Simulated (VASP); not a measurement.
Runs of VASP 6.6.1 on Ag. The structure is cubic, space group Fm-3m (No. 225). The conventional cell has a = 4.085 Å, b = 4.085 Å, c = 4.085 Å, α = 90.00°, β = 90.00°, γ = 90.00°. Ag (site symmetry m-3m) is surrounded by 12 Ag at 2.89 Å. 

| task | level | potentials or basis | U | cell | cutoff (eV) | smearing | LDAUTYPE | hund's J | gap on the mesh (eV) | pressure (GPa) |
| --- | --- | --- | --- | --- | --- | --- | --- | --- | --- | --- |
| single point | RPBE | VASP PAW PBE potentials, release 54 (Ag) | - | as given | 520 | gaussian 0.05 eV | - | - | none | 8.3 |
| band structure | RPBE+D3+U | VASP PAW PBE potentials, release 64 (Ag) | Ag d U = 6.2 eV, J = 0.5 eV | as given | 520 | methfessel-paxton 0.2 eV | 2 | 0.5 | - | 3.6 |
| single point | rev-vdW-DF2 | VASP PAW PBE potentials, release 64 (Ag_sv_GW) | - | as given | 600 | methfessel-paxton 0.1 eV | - | - | none | (a) |
| density of states | PBEsol+D3+U | VASP PAW PBE potentials, release 64 (Ag) | Ag d U = 3 eV, J = 0.5 eV | volume scaled by 0.8 | 520 | fermi-dirac 0.05 eV | 2 | 0.5 | none | 27.8 |

Alike in all rows: no spin polarisation; k mesh 11 × 11 × 11.

Q: Fill in the values left out.

A: (a) 0.2.

Caveats: the PAW data sets were made with another functional, which shifts forces and pressure a little; U without spin polarisation on a metal has little footing (some runs); pairwise dispersion overbinds metals, which lowers pressure and volume (some runs); the U is typed as a test and isn't derived for this compound (some runs).

A k mesh can miss the band edges, and the runs leave out spin-orbit coupling on Ag.

A gap of «none» marks a metal or a gap under the smearing width.

The runs don't all hold the same shells in valence.

Runs at the PBE level aren't shown here.
